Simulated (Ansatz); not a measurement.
**Ni: which magnetic state does the SCF reach?**

How much does the result for Ni depend on the starting moments? The same cell is run from several starts. System: Ni, its experimental structure (space group Fm-3m, primitive cell doubled); the cell holds 2 atoms. Source: COD entry 9012966; the sample's temperature and pressure aren't taken into account.

The COD entry's cell or inner coordinates are ideal or old and differ from later refinements, so a difference from it is no clean test against experiment.

Program: Ansatz 0.2.0. Level of theory: DFT r2SCAN, PAW, plane waves, scalar-relativistic. These are calculated values, not measurements.

## Step 1: The structure to begin with

Symmetry: Fm-3m, No. 225, cubic system. The conventional cell has a = 3.517 Å, b = 3.517 Å, c = 3.517 Å, α = 90.00°, β = 90.00°, γ = 90.00°. Around Ni (site symmetry m-3m) lie 12 Ni at 2.49 Å.

As a file:

```
CELL_PARAMETERS angstrom
0.00000 3.51700 3.51700
1.75850 0.00000 1.75850
1.75850 1.75850 0.00000
ATOMIC_POSITIONS crystal
Ni 0.00000 0.00000 0.00000
Ni 0.50000 0.00000 0.00000
```

Labels such as Ni2 number the atoms in the order of the input file.

Planned first: parallel moments, plain SCF; opposed moments +-, plain SCF; no spin polarisation; spin on, no moments given (the program may seed its own), plain SCF. What is tried next depends on their ends.

A plain SCF has the search for lower states switched off and ends at the first converged state. Ends within 0.2 meV/atom and 0.1 μB count as one state.

The total moment includes the space between the atomic spheres.

## Step 2: Parallel moments, plain SCF

input.yaml

```yaml
crystal:
  lattice:
    - [0.0, 3.517, 3.517]
    - [1.7585, 0.0, 1.7585]
    - [1.7585, 1.7585, 0.0]
  atoms:
    - { symbol: Ni, position: [0.0, 0.0, 0.0], spin: 2.0 }
    - { symbol: Ni, position: [0.5, 0.0, 0.0], spin: 2.0 }
magnetization:
  spin_polarized: true
hamiltonian:
  xc: r2scan
  pseudopotentials: { kind: paw }
basis:
  ecutwfc: 500
kpoints:
  mp_grid: { grid: [6, 12, 12] }
scf:
  occupations: { method: gaussian, width: 0.1 }
  lower_state_search: "off"
output:
  forces: true
  stress: true
```

Command:

```console
> ansatz run input.yaml --threads 2 --pin off --max-ram 5120MiB --backend cpu --events-out ev --progress --plain --runs-dir out
```

What it wrote, shortened:

```text
[...]
Pseudopotentials: kind: paw
Pseudopotential: Ni, paw, valence charge 18, recommended cutoff 500 eV (meta_gga), Ni.paw.azcp
Functional definition: r2SCAN
[...]
Crystal: 2 atoms, lattice volume = 21.751 Å³
Basis set: ecut = 500 eV, 555 PW (Γ), exchange–correlation on 160×80×80 points (64 copies of the dense FFT grid, shifted against one another)
Bands: 24, of which v1, the nominal top of the filled ones, is band 18 counted from 1 (17 counted from 0)
Symmetry: 24 space group operations
Space group: Fm-3m (ITA 225), of the structure as read, at distance tolerance 2.8e-5 Å
Magnetic group: BNS 225.116 (UNI 1618), of the structure as read, at distance tolerance 2.8e-5 Å
k-points: 98 of 864
[...]
Starting moments: Σ|m| = 4 μB on 2 of 2 sites
[...]
SCF iter   1: F=-11690.353185 eV  HF=-11689.743015 eV  |F-HF|=6.10e-1  |Δ(HF+E_count)|=         —  Δρ=1.07e-1 (↑9.03e-2 ↓1.07e-1)  dr2=3.66e-2  dr2_τ=3.34e-2  dr2_m=1.92e0  M=2.112 μB ∫|m|=2.378 μB  β_m=0.64  ethr=1.02e-4  ⟨swp⟩=1.9  Hψ=25640  notcnv=0
[...]
spin-set hold released at iteration 1 (the charge has settled, or the pull on large starting moments outlasts its swing): the magnetisation degrees of freedom join the quasi-Newton model from the next iteration; the mixer history was flushed
[...]
SCF iter  13: F=-11690.580341 eV  HF=-11690.580341 eV  |F-HF|=3.60e-8  |Δ(HF+E_count)|=   1.91e-8  Δρ=5.53e-6 (↑1.41e-6 ↓5.53e-6)  dr2=3.54e-9  dr2_τ=1.60e-11  dr2_m=1.79e-9  M=1.482 μB ∫|m|=1.852 μB  ethr=2.96e-12  ⟨swp⟩=4.0  Hψ=15052  notcnv=0
[...]
this state was not tested for a lower state beside it, because the mixer in use, unlike msr1, does not test its closes by its own steps (another_mixer; see scf.mixing.algorithm and scf.lower_state_search)
SCF converged after 13 iterations
Magnetization: 1.4821 μB (18.7410 up, 17.2590 down)
Absolute magnetization: 1.8540 μB (∫|ρ↑−ρ↓|, with the PAW one-centre terms)
Spin contamination: 0.0466 ħ² per cell (⟨S²⟩ above its minimum at these occupations)
Per-site moments (μB) at R_I (Å): [(0.8138448012768738, 1.0258440016411488), (0.8138448012768738, 1.0258440016411488)]
Free energy (F): -11690.580341 eV
[...]
E sigma→0 (E₀):  -11690.576258 eV
Entropy (-TS):   -0.008166 eV (-4.083 meV/atom)
Fermi energy:    18.124871 eV
[...]
--- Forces (eV/Å), atoms counted from 1 ---
  atom   1  Ni     0.00000000     0.00000000     0.00000000
  atom   2  Ni     0.00000000    -0.00000000     0.00000000
[...]
--- Stress (GPa, compression-positive) ---
       -6.845243       0.000000       0.000000
        0.000000      -6.845243      -0.000000
        0.000000      -0.000000      -6.845243
  P = ⅓ Tr σ = -6.8452 GPa (-68.452 kbar)
```

Run time: 11 s. Hardware: 2 threads of Intel Xeon Platinum 8259CL at 2.50GHz (Skylake/Cascade Lake), shared host; peak memory 0.48 GiB.

The state reached is ferromagnetic, site moments Ni1 0.81, Ni2 0.81 μB, total 1.48 μB per cell, no gap on the k-mesh.

## Step 3: Opposed moments +-, plain SCF

input.yaml, as its differences from that of step 2:

```diff
@@ -7,3 +7,3 @@
     - { symbol: Ni, position: [0.0, 0.0, 0.0], spin: 2.0 }
-    - { symbol: Ni, position: [0.5, 0.0, 0.0], spin: 2.0 }
+    - { symbol: Ni, position: [0.5, 0.0, 0.0], spin: -2.0 }
 magnetization:
```

Command:

```console
> ansatz run input.yaml --threads 2 --pin off --max-ram 5120MiB --backend cpu --events-out ev --progress --plain --runs-dir out
```

What it wrote:

```text
[... 12 lines as in an earlier run ...]
Symmetry: 12 space group operations
Space group: R-3m (ITA 166), of the structure as read, at distance tolerance 2.8e-5 Å
Magnetic group: BNS 166.102 (UNI 1332), of the structure as read, at distance tolerance 2.8e-5 Å
[... 6 lines as in an earlier run ...]
Starting moments: Σ|m| = 4 μB on 2 of 2 sites
Starting magnetic order: antiferromagnet; a translation exchanges its spin sublattices: spin-degenerate at every k-point
[... 2 lines as in an earlier run ...]
spin-down is spin-up translated by (0.5, 0, 0): one eigenproblem is solved per k-point and the antiferromagnetic symmetry of the starting moments is kept exactly by this SCF (crystal.symmetry.spin_inversion_symmetry: false solves both channels; [...]
iter 1 solved again at ethr=3.18e-4 eV; its pass at ethr=3.10e-3 eV (dr2=1.14e-1 eV) is discarded
SCF iter   1: F=-11690.065586 eV  HF=-11689.459525 eV  |F-HF|=6.06e-1  |Δ(HF+E_count)|=         —  Δρ=1.13e-1 (↑1.13e-1 ↓1.13e-1)  dr2=1.14e-1  dr2_τ=3.54e-2  dr2_m=2.46e0  M=0.000 μB ∫|m|=2.197 μB  β_m=0.30  ethr=3.18e-4  ⟨swp⟩=1.4  Hψ=13098  notcnv=0
Mixer restart at iter 1: flushing history
preconditioner: auto → none  [metal: Δε(μ)=0.008 eV  Ē_g=12.322 eV  σ=0.100 eV  W_gap=0.05  n_scr=8 (ndim 8)  ℏωp=35.6 eV  f_vac=0.000  D(μ)=4.21/eV (n_scr^D=66)  sad-step TF]
[... 1 line as in an earlier run ...]
SCF iter   2: F=-11690.158131 eV  HF=-11689.859619 eV  |F-HF|=2.99e-1  |Δ(HF+E_count)|=   4.00e-1  Δρ=9.28e-2 (↑9.28e-2 ↓9.28e-2)  dr2=9.97e-2  dr2_τ=6.40e-3  dr2_m=1.66e0  M=0.000 μB ∫|m|=2.027 μB  β_m=0.30  ethr=3.17e-4  ⟨swp⟩=2.9  Hψ=4667  notcnv=0  κ⁻¹=1.0e0(r=1)
SCF iter   3: F=-11690.239282 eV  HF=-11690.375798 eV  |F-HF|=1.37e-1  |Δ(HF+E_count)|=   5.16e-1  Δρ=3.00e-2 (↑3.00e-2 ↓3.00e-2)  dr2=1.39e-1  dr2_τ=1.27e-3  dr2_m=8.33e-2  M=0.000 μB ∫|m|=1.385 μB  β_m=0.30  ethr=2.77e-4  ⟨swp⟩=3.1  Hψ=6206  notcnv=0  defer=107  κ⁻¹=2.1e-2(r=2)
SCF iter   4: F=-11690.358245 eV  HF=-11690.349487 eV  |F-HF|=8.76e-3  |Δ(HF+E_count)|=   2.63e-2  Δρ=1.99e-2 (↑1.99e-2 ↓1.99e-2)  dr2=2.03e-2  dr2_τ=8.26e-4  dr2_m=5.14e-2  M=0.000 μB ∫|m|=1.293 μB  β_m=0.30  ethr=2.77e-4  ⟨swp⟩=2.3  Hψ=4337  notcnv=0  defer=109  κ⁻¹=5.8e-3(r=3)
SCF iter   5: F=-11690.374491 eV  HF=-11690.357588 eV  |F-HF|=1.69e-2  |Δ(HF+E_count)|=   8.10e-3  Δρ=1.13e-2 (↑1.13e-2 ↓1.13e-2)  dr2=6.28e-3  dr2_τ=3.30e-4  dr2_m=1.67e-2  M=0.000 μB ∫|m|=1.182 μB  β_m=0.30  ethr=5.65e-5  ⟨swp⟩=2.4  Hψ=4411  notcnv=0  defer=108  κ⁻¹=3.4e-3(r=4)
SCF iter   6: F=-11690.384143 eV  HF=-11690.379516 eV  |F-HF|=4.63e-3  |Δ(HF+E_count)|=   2.19e-2  Δρ=4.15e-3 (↑4.15e-3 ↓4.15e-3)  dr2=1.13e-3  dr2_τ=2.42e-5  dr2_m=2.85e-3  M=0.000 μB ∫|m|=1.125 μB  β_m=0.30  ethr=1.74e-5  ⟨swp⟩=2.2  Hψ=5150  notcnv=0  defer=105  κ⁻¹=1.1e-4(r=5)
SCF iter   7: F=-11690.386696 eV  HF=-11690.386059 eV  |F-HF|=6.36e-4  |Δ(HF+E_count)|=   6.54e-3  Δρ=2.58e-3 (↑2.58e-3 ↓2.58e-3)  dr2=8.11e-4  dr2_τ=1.30e-5  dr2_m=9.18e-4  M=0.000 μB ∫|m|=1.131 μB  β_m=0.30  ethr=3.14e-6  ⟨swp⟩=2.0  Hψ=4761  notcnv=0  defer=105  κ⁻¹=4.8e-5(r=6)
SCF iter   8: F=-11690.388535 eV  HF=-11690.387740 eV  |F-HF|=7.95e-4  |Δ(HF+E_count)|=   1.68e-3  Δρ=1.37e-3 (↑1.37e-3 ↓1.37e-3)  dr2=8.17e-5  dr2_τ=5.20e-6  dr2_m=2.87e-4  M=0.000 μB ∫|m|=1.105 μB  β_m=0.30  ethr=2.25e-6  ⟨swp⟩=2.0  Hψ=4511  notcnv=0  defer=105  κ⁻¹=1.2e-5(r=7)
SCF iter   9: F=-11690.389059 eV  HF=-11690.388636 eV  |F-HF|=4.24e-4  |Δ(HF+E_count)|=   8.96e-4  Δρ=9.17e-4 (↑9.17e-4 ↓9.17e-4)  dr2=6.76e-5  dr2_τ=1.57e-6  dr2_m=1.16e-4  M=0.000 μB ∫|m|=1.085 μB  β_m=0.30  ethr=2.27e-7  ⟨swp⟩=2.0  Hψ=4164  notcnv=0  defer=105  κ⁻¹=5.1e-6(r=8)
SCF iter  10: F=-11690.389222 eV  HF=-11690.389228 eV  |F-HF|=6.74e-6  |Δ(HF+E_count)|=   5.93e-4  Δρ=4.49e-4 (↑4.49e-4 ↓4.49e-4)  dr2=7.18e-5  dr2_τ=2.28e-7  dr2_m=1.42e-5  M=0.000 μB ∫|m|=1.085 μB  β_m=0.30  ethr=1.88e-7  ⟨swp⟩=2.5  Hψ=4247  notcnv=0  defer=105  κ⁻¹=1.0e-6(r=8)
SCF iter  11: F=-11690.389246 eV  HF=-11690.389245 eV  |F-HF|=6.28e-7  |Δ(HF+E_count)|=   1.67e-5  Δρ=2.27e-4 (↑2.27e-4 ↓2.27e-4)  dr2=1.27e-5  dr2_τ=1.19e-7  dr2_m=5.79e-6  M=0.000 μB ∫|m|=1.085 μB  β_m=0.30  ethr=1.88e-7  ⟨swp⟩=2.3  Hψ=3146  notcnv=0  defer=105  κ⁻¹=1.2e-5(r=8)
SCF iter  12: F=-11690.389261 eV  HF=-11690.389255 eV  |F-HF|=5.83e-6  |Δ(HF+E_count)|=   9.87e-6  Δρ=1.53e-4 (↑1.53e-4 ↓1.53e-4)  dr2=9.44e-6  dr2_τ=2.56e-8  dr2_m=6.59e-7  M=0.000 μB ∫|m|=1.083 μB  β_m=0.30  ethr=3.52e-8  ⟨swp⟩=2.6  Hψ=4097  notcnv=0  defer=105  κ⁻¹=1.4e-6(r=8)
SCF iter  13: F=-11690.389263 eV  HF=-11690.389263 eV  |F-HF|=2.74e-7  |Δ(HF+E_count)|=   7.65e-6  Δρ=3.37e-5 (↑3.37e-5 ↓3.37e-5)  dr2=1.78e-7  dr2_τ=2.79e-9  dr2_m=1.28e-7  M=0.000 μB ∫|m|=1.083 μB  β_m=0.30  ethr=2.62e-8  ⟨swp⟩=2.7  Hψ=4073  notcnv=0  defer=105  κ⁻¹=7.4e-7(r=8)
SCF iter  14: F=-11690.389263 eV  HF=-11690.389263 eV  |F-HF|=1.70e-7  |Δ(HF+E_count)|=   3.55e-7  Δρ=1.42e-5 (↑1.42e-5 ↓1.42e-5)  dr2=3.75e-8  dr2_τ=1.41e-10  dr2_m=1.27e-8  M=0.000 μB ∫|m|=1.083 μB  β_m=0.30  ethr=2.78e-10  ⟨swp⟩=5.2  Hψ=10033  notcnv=0  κ⁻¹=5.8e-6(r=8)
SCF iter  15: F=-11690.389263 eV  HF=-11690.389263 eV  |F-HF|=1.31e-7  |Δ(HF+E_count)|=   6.52e-8  Δρ=1.43e-5 (↑1.43e-5 ↓1.43e-5)  dr2=8.01e-8  dr2_τ=1.16e-10  dr2_m=2.26e-9  M=0.000 μB ∫|m|=1.083 μB  β_m=0.30  ethr=1.04e-10  ⟨swp⟩=4.5  Hψ=8374  notcnv=0  κ⁻¹=1.6e-6(r=8)
SCF iter  16: F=-11690.389263 eV  HF=-11690.389263 eV  |F-HF|=1.48e-9  |Δ(HF+E_count)|=   1.52e-7  Δρ=2.25e-6 (↑2.25e-6 ↓2.25e-6)  dr2=1.36e-9  dr2_τ=8.68e-12  dr2_m=3.29e-10  M=0.000 μB ∫|m|=1.083 μB  ethr=1.04e-10  ⟨swp⟩=4.9  Hψ=8958  notcnv=0
SCF 1 converged in 16 iterations: F = -11690.389263 eV  dr2 = 1.36e-9
[... 1 line as in an earlier run ...]
SCF converged after 16 iterations
Magnetization: 0.0000 μB (18.0000 up, 18.0000 down)
Absolute magnetization: 1.0839 μB (∫|ρ↑−ρ↓|, with the PAW one-centre terms)
Spin contamination: 0.5085 ħ² per cell (⟨S²⟩ above its minimum at these occupations)
Per-site moments (μB) at R_I (Å): [(0.5172295432943175, 1.0258440016411488), (-0.5172295432943175, 1.0258440016411488)]
Free energy (F): -11690.389263 eV
Harris-Foulkes:  -11690.389263 eV  (|F-HF|=1.48e-9)
Internal energy: -11690.374088 eV  (E = F + TS)
E sigma→0 (E₀):  -11690.381675 eV
Entropy (-TS):   -0.015176 eV (-7.588 meV/atom)
Fermi energy:    17.876121 eV
--- Per-component energies (eV) ---
  E_band       = -618.532641
  E_kinetic    = 563.874133
  E_local      = -6888.704307  (includes V_loc(G=0)·N_el)
  E_nonlocal   = 1282.027018
  E_hartree    = 2881.633480
  E_xc         = -157.093218
  E_vxc        = -233.153442  (∫ρ·V_xc dr)
  E_paw        = -3289.451279  (= ΣΔE_a)
  E_vpaw       = -1123.097499  (= ΣTr[D̂ρ^β])
  E_aug_tail   = 0.000460  (compensation charges beyond the density's cutoff)
  E_vtau       = 17.258054  (kinetic-family band-sum trace: ∫τ·v_τ [+ j·A + Jᵃ·Aᵃ] dr)
  E_ewald      = -6082.060237
  E_core_change = -0.600137  (= ΣΔE_core)
  E_smearing   = -0.015176  (= −TS)
  E_closure    = 0.000000  (closes the sum)
  Σ components = -11690.389263   (vs F -11690.389263, Δ=0.00e0)
--- Forces (eV/Å), atoms counted from 1 ---
  atom   1  Ni     0.00000000    -0.00000000    -0.00000000
  atom   2  Ni     0.00000000     0.00000000     0.00000000
  max |Σ_I F_I| component: 9.26e-29 eV/Å
--- Stress (GPa, compression-positive) ---
       -7.564955      -0.865523      -0.865523
       -0.865523      -7.564955       0.865523
       -0.865523       0.865523      -7.564955
  P = ⅓ Tr σ = -7.5650 GPa (-75.650 kbar)
```

It took 7.5 s on 2 threads of Intel Xeon Platinum 8259CL at 2.50GHz (Skylake/Cascade Lake), shared host; peak memory 0.5 GiB.

End: antiferromagnetic (magnetic neighbours of Ni1 with a moment over 0.3 of its own that point the other way: 6 of 12 at 2.49 Å, 6 of 6 at 3.52 Å), site moments Ni1 0.52, Ni2 -0.52 μB, total 0.00 μB per cell, no gap on the k-mesh. Against step 2, the lowest until now, it is 95.5 meV/atom higher.

## Step 4: No spin polarisation

input.yaml, as its differences from that of step 3:

```diff
@@ -6,6 +6,4 @@
   atoms:
-    - { symbol: Ni, position: [0.0, 0.0, 0.0], spin: 2.0 }
-    - { symbol: Ni, position: [0.5, 0.0, 0.0], spin: -2.0 }
-magnetization:
-  spin_polarized: true
+    - { symbol: Ni, position: [0.0, 0.0, 0.0] }
+    - { symbol: Ni, position: [0.5, 0.0, 0.0] }
 hamiltonian:
@@ -23 +21,5 @@
   stress: true
+  write_density: true
+  write_potential: true
+  elf: true
+  volumetric_format: npy
```

Command:

```console
> ansatz run input.yaml --threads 2 --pin off --max-ram 5120MiB --backend cpu --events-out ev --progress --plain --runs-dir out
```

What it wrote:

```text
[... 11 lines as in an earlier run ...]
Bands: 22, of which v1, the nominal top of the filled ones, is band 18 counted from 1 (17 counted from 0)
[... 7 lines as in an earlier run ...]
Initial density: superposition of atomic densities (neutral atoms: chi_scale 0, normalization atom), corrected by the library's trained network
[... 2 lines as in an earlier run ...]
SCF iter   1: F=-11690.314727 eV  HF=-11690.231453 eV  |F-HF|=8.33e-2  |Δ(HF+E_count)|=         —  Δρ=2.03e-2  dr2=4.75e-2  dr2_τ=5.93e-2  ethr=1.77e-3  ⟨swp⟩=5.2  Hψ=8561  notcnv=0
preconditioner: auto → none  [metal: Δε(μ)=0.010 eV  Ē_g=8.802 eV  σ=0.100 eV  W_gap=0.06  n_scr=8 (ndim 8)  ℏωp=35.6 eV  f_vac=0.000  D(μ)=6.74/eV (n_scr^D=140)  sad-step TF]
SCF iter   2: F=-11690.330041 eV  HF=-11690.333467 eV  |F-HF|=3.43e-3  |Δ(HF+E_count)|=   1.02e-1  Δρ=8.48e-3  dr2=8.85e-3  dr2_τ=9.08e-4  ethr=1.32e-4  ⟨swp⟩=2.0  Hψ=5436  notcnv=0
SCF iter   3: F=-11690.329149 eV  HF=-11690.332091 eV  |F-HF|=2.94e-3  |Δ(HF+E_count)|=   1.38e-3  Δρ=4.58e-3  dr2=2.58e-3  dr2_τ=4.62e-5  ethr=2.46e-5  ⟨swp⟩=2.9  Hψ=3906  notcnv=0
SCF iter   4: F=-11690.330054 eV  HF=-11690.332027 eV  |F-HF|=1.97e-3  |Δ(HF+E_count)|=   6.38e-5  Δρ=5.33e-3  dr2=3.27e-3  dr2_τ=8.21e-6  ethr=7.18e-6  ⟨swp⟩=2.2  Hψ=4314  notcnv=0
SCF iter   5: F=-11690.331681 eV  HF=-11690.331784 eV  |F-HF|=1.03e-4  |Δ(HF+E_count)|=   2.43e-4  Δρ=1.51e-3  dr2=2.46e-4  dr2_τ=3.85e-6  ethr=7.18e-6  ⟨swp⟩=2.6  Hψ=3528  notcnv=0
SCF iter   6: F=-11690.331790 eV  HF=-11690.331802 eV  |F-HF|=1.14e-5  |Δ(HF+E_count)|=   1.75e-5  Δρ=4.80e-4  dr2=2.59e-5  dr2_τ=2.50e-7  ethr=6.83e-7  ⟨swp⟩=2.1  Hψ=3838  notcnv=0
SCF iter   7: F=-11690.331812 eV  HF=-11690.331813 eV  |F-HF|=9.00e-7  |Δ(HF+E_count)|=   1.09e-5  Δρ=1.15e-4  dr2=1.59e-6  dr2_τ=1.08e-8  ethr=7.18e-8  ⟨swp⟩=2.5  Hψ=3582  notcnv=0
SCF iter   8: F=-11690.331813 eV  HF=-11690.331813 eV  |F-HF|=2.93e-8  |Δ(HF+E_count)|=   8.25e-8  Δρ=1.94e-5  dr2=4.64e-8  dr2_τ=2.92e-10  ethr=2.78e-10  ⟨swp⟩=8.8  Hψ=17633  notcnv=0
SCF 1 converged in 8 iterations: F = -11690.331813 eV  dr2 = 4.64e-8
SCF converged after 8 iterations
Free energy (F): -11690.331813 eV
Harris-Foulkes:  -11690.331813 eV  (|F-HF|=2.93e-8)
Internal energy: -11690.299066 eV  (E = F + TS)
E sigma→0 (E₀):  -11690.315439 eV
Entropy (-TS):   -0.032747 eV (-16.373 meV/atom)
Fermi energy:    17.742748 eV
--- Per-component energies (eV) ---
  E_band       = -617.687745
  E_kinetic    = 564.336159
  E_local      = -6890.417985  (includes V_loc(G=0)·N_el)
  E_nonlocal   = 1282.364823
  E_hartree    = 2882.973440
  E_xc         = -157.050538
  E_vxc        = -233.053413  (∫ρ·V_xc dr)
  E_paw        = -3289.845050  (= ΣΔE_a)
  E_vpaw       = -1124.121078  (= ΣTr[D̂ρ^β])
  E_aug_tail   = 0.000460  (compensation charges beyond the density's cutoff)
  E_vtau       = 17.232777  (kinetic-family band-sum trace: ∫τ·v_τ [+ j·A + Jᵃ·Aᵃ] dr)
  E_ewald      = -6082.060237
  E_core_change = -0.600137  (= ΣΔE_core)
  E_smearing   = -0.032747  (= −TS)
  E_closure    = 0.000000  (closes the sum)
  Σ components = -11690.331813   (vs F -11690.331813, Δ=0.00e0)
--- Forces (eV/Å), atoms counted from 1 ---
  atom   1  Ni     0.00000000     0.00000000     0.00000000
  atom   2  Ni     0.00000000     0.00000000    -0.00000000
  max |Σ_I F_I| component: 3.37e-29 eV/Å
--- Stress (GPa, compression-positive) ---
       -9.622582       0.000035       0.000035
        0.000035      -9.622582      -0.000035
        0.000035      -0.000035      -9.622582
  P = ⅓ Tr σ = -9.6226 GPa (-96.226 kbar)
--- Band table (eV; the first three rows and the last of 98) ---
  k-point 0: bands = ["-88.9018", "-88.8667", "-47.9163", "-47.7198", "-47.7198", "-47.6869", "-47.6869", "-47.6869", "8.4794", "13.1587", "15.7644", "15.7644", "15.8665", "15.8665", "15.8666", "16.9060", "16.9060", "17.5066", "17.7226", "17.7226", "24.0751", "40.7523"]
  k-point 1: bands = ["-88.8994", "-88.8659", "-47.9097", "-47.7291", "-47.7233", "-47.7024", "-47.6891", "-47.6891", "8.7618", "13.3054", "15.6183", "15.7890", "15.8773", "15.9281", "15.9281", "16.5294", "16.8812", "16.8812", "17.7299", "18.8050", "24.3283", "39.4179"]
  k-point 2: bands = ["-88.8930", "-88.8638", "-47.8931", "-47.7533", "-47.7447", "-47.7330", "-47.6951", "-47.6951", "9.5809", "13.6730", "15.1511", "15.6035", "15.8482", "16.0452", "16.0452", "16.1969", "16.8719", "16.8719", "17.7508", "19.8146", "25.1985", "36.2938"]
  k-point 97: bands = ["-88.8609", "-88.8609", "-47.8774", "-47.8774", "-47.7792", "-47.7792", "-47.7462", "-47.7462", "13.8992", "13.8992", "14.6058", "14.6058", "15.7969", "15.7969", "16.6634", "16.6634", "17.7823", "17.7823", "20.4227", "20.4227", "26.8302", "26.8302"]
```

Run time: 4.5 s. Hardware: 2 threads of Intel Xeon Platinum 8259CL at 2.50GHz (Skylake/Cascade Lake), shared host; peak memory 0.47 GiB.

Result: non-magnetic (no spin polarisation), no gap on the k-mesh. Against step 2, the lowest until now, it is 124 meV/atom higher.

Density in a lattice plane of the grid's cell (edges 4.97 and 2.49 Å, at 0.000 of the third edge), which holds Ni.

Values in e/Å³, 6 rows by 12 columns:
```
14.87 13.97  1.82  0.35  0.36  2.19 14.52 13.65  1.98  0.35  0.35  1.93
 0.99  1.92  0.90  0.35  0.27  0.37  1.02  1.86  0.90  0.35  0.27  0.35
 0.33  0.35  0.35  0.32  0.35  0.35  0.33  0.35  0.35  0.32  0.35  0.35
 0.99  0.35  0.27  0.35  0.90  1.86  1.02  0.37  0.27  0.35  0.90  1.92
14.87  1.93  0.35  0.35  1.98 13.65 14.52  2.19  0.36  0.35  1.82 13.97
60.75 14.44  0.94  0.34  1.08 16.00 55.38 16.00  1.08  0.34  0.94 14.44
```
Columns run along the first of these edges and rows up along the second, over one cell in 12 and 6 even steps from the bottom left corner. Atoms in the plane (fractional): Ni at (0.00, 0.00), Ni at (0.50, 1.00).

ELF in the same plane.

Ten even steps from ' ' (0.18) to '@' (0.73):
```
####++::            ::==####++::            ::++
--==--::      ..      ..--==--::      ..      ..
  ......      ..::..      ......      ..::..    
              ........                ........  
            ..                      ..          
    ........                ........            
      ..::..      ......      ..::..      ......
--..      ..      ::--==--..      ..      ::--==
##++::            ::++####==::            ::++##
@@%%==..    ..    ::==##@@##==::    ..    ..==%%
```
Columns run along the first of these edges and rows up along the second, over one cell in 24 and 10 even steps from the bottom left corner. Atoms in the plane (fractional): Ni at (0.00, 0.00), Ni at (0.50, 1.00).

Both are smooth fields of the valence electrons: close to the nuclei they are not physical.

[end of part 1 of 2]
